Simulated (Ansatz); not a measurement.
Input and output of a relaxation of cell and atoms on a 6-atom cell of MoS2 built on the 2H bulk structure (relaxed group P6_3/mmc) (Ansatz, PBE-D3(BJ)). It starts from a guessed cell.

Input file:
```yaml
crystal:
  lattice:
    - [3.19223791, 0.0, 0.0]
    - [-1.59611896, 2.76455913, 0.0]
    - [0.0, 0.0, 13.378294]
  atoms:
    - { symbol: Mo, position: [0.66666667, 0.33333333, 0.25] }
    - { symbol: Mo, position: [0.33333333, 0.66666667, 0.75] }
    - { symbol: S, position: [0.66666667, 0.33333333, 0.633082] }
    - { symbol: S, position: [0.33333333, 0.66666667, 0.366918] }
    - { symbol: S, position: [0.66666667, 0.33333333, 0.866918] }
    - { symbol: S, position: [0.33333333, 0.66666667, 0.133082] }
kpoints:
  mp_grid: { grid: [12, 12, 2] }
hamiltonian:
  xc: pbe
  dispersion: d3bj
scf:
  occupations: { method: fermi_dirac, width: 0.02 }
relax:
  f_tol: 0.005
  cell: {}
output:
  write_density: true
  write_potential: true
  elf: true
  volumetric_format: npy
```

Run as `ansatz run input.yaml --threads 2 --pin off --max-ram 20275MiB --backend cpu --events-out ev --progress --plain --runs-dir out`. It took 15 s on 2 threads of AMD EPYC 7R13 Processor (Zen 3) (shared host), load about 3.3 per core; peak host memory 0.68 GiB.

Main lines of the log:
```
Functional definition: PBE
Crystal: 6 atoms, lattice volume = 118.065 Å³
Basis set: ecut = 420 eV, 2325 PW (Γ)
Bands: 32, of which v1, the nominal top of the filled ones, is band 26 counted from 1 (25 counted from 0)
Symmetry: 24 space group operations
Space group: P63/mmc (ITA 194)
k-points: 38 of 288
preconditioner: auto → Resta (q_TF=auto, 2.380 Å⁻¹)  ε∞=8.2  [insulator: Δε(μ)=1.192 eV  σ=0.020 eV  ℏωp=20.5 eV]
relax step 1: F+E_penalty+E_count = -13527.93680664 eV  max|allowed force component| = 1.073e-1 eV/Å  Δτ_max = 0.0000 Å  P = -3.685 GPa  Ω = 118.065 Å³
relax step 2: F+E_penalty+E_count = -13528.00078603 eV  max|allowed force component| = 1.708e-1 eV/Å  Δτ_max = 0.1176 Å  P = +1.742 GPa  Ω = 105.345 Å³
relax step 3: F+E_penalty+E_count = -13528.09152906 eV  max|allowed force component| = 9.467e-2 eV/Å  Δτ_max = 0.0427 Å  P = +0.213 GPa  Ω = 104.056 Å³
relax step 4: F+E_penalty+E_count = -13528.09808840 eV  max|allowed force component| = 5.023e-3 eV/Å  Δτ_max = 0.0200 Å  P = +0.333 GPa  Ω = 102.985 Å³
relax step 5: F+E_penalty+E_count = -13528.09928600 eV  max|allowed force component| = 3.182e-3 eV/Å  Δτ_max = 0.0117 Å  P = +0.030 GPa  Ω = 103.814 Å³
relax step 6: F+E_penalty+E_count = -13528.09779591 eV  max|allowed force component| = 3.282e-3 eV/Å  Δτ_max = 0.0000 Å  P = +0.031 GPa  Ω = 103.814 Å³  (SCF on a basis re-selected at this cell)
SCF converged after 6 iterations
Free energy (F): -13528.097796 eV
Fermi energy:    11.850617 eV
--- Forces (eV/Å), atoms counted from 1 ---
  atom   1  Mo      0.00000      0.00000      0.00000
  atom   2  Mo      0.00000      0.00000      0.00000
  atom   3  S       0.00000      0.00000    -0.00328
  atom   4  S       0.00000      0.00000      0.00328
  atom   5  S       0.00000      0.00000      0.00328
  atom   6  S       0.00000      0.00000    -0.00328
--- Stress (GPa, compression-positive) ---
        0.023184       0.000000       0.000000
        0.000000       0.023184       0.000000
        0.000000       0.000000       0.046885
  P = ⅓ Tr σ = 0.0311 GPa (0.311 kbar)
--- Relaxed structure (5 steps of the walk, 5 accepted, 1 SCFs on fresh bases) ---
  F+E_penalty+E_count = -13528.09779591 eV   max|allowed force component| = 3.282e-3 eV/Å
  cell:  # Å, volume = 103.8144 Å³
    - [3.149188, 0.000000, 0.000000]
    - [-1.574594, 2.727277, 0.000000]
    - [0.000000, 0.000000, 12.087311]
  atoms:
    - { symbol: Mo, position: [0.666667, 0.333333, 0.250000] }
    - { symbol: Mo, position: [0.333333, 0.666667, 0.750000] }
    - { symbol: S, position: [0.666667, 0.333333, 0.620470] }
    - { symbol: S, position: [0.333333, 0.666667, 0.379530] }
    - { symbol: S, position: [0.666667, 0.333333, 0.879530] }
    - { symbol: S, position: [0.333333, 0.666667, 0.120470] }
```

Planar averages along the third cell vector, from rho_z.tsv and v_z.tsv (valence density with its augmentation; electrostatic potential energy of an electron, of which only differences have a meaning):
```csv
z (Å),ρ (e/Å³),v_es (eV)
0.00,0.059,15.61
0.45,0.124,14.36
1.04,0.384,5.66
1.49,0.453,2.81
2.09,0.505,4.46
2.54,0.861,-1.44
3.13,1.303,-7.61
3.58,0.754,0.21
4.18,0.507,3.37
4.63,0.442,2.96
5.22,0.291,9.52
5.67,0.103,14.78
6.27,0.074,15.34
6.72,0.215,12.08
7.31,0.425,3.56
7.76,0.493,2.84
8.36,0.590,3.03
8.80,1.179,-5.85
9.40,1.084,-4.55
9.85,0.542,3.95
10.45,0.481,2.74
10.89,0.416,4.06
11.49,0.181,13.05
11.94,0.066,15.49
```

In 5 steps the volume changed by -12.1 %; between the first SCF and the last, each on a basis chosen for its cell, the energy fell by 26.8 meV an atom. Final cell: space group P6_3/mmc (No. 194), hexagonal; conventional cell a = 3.149 Å, c = 12.087 Å, 17.30 Å³ an atom. Around Mo lie 6 S at 2.40 Å; around S lie 3 Mo at 2.40 Å.

No spin polarisation and no zero-point or thermal motion.
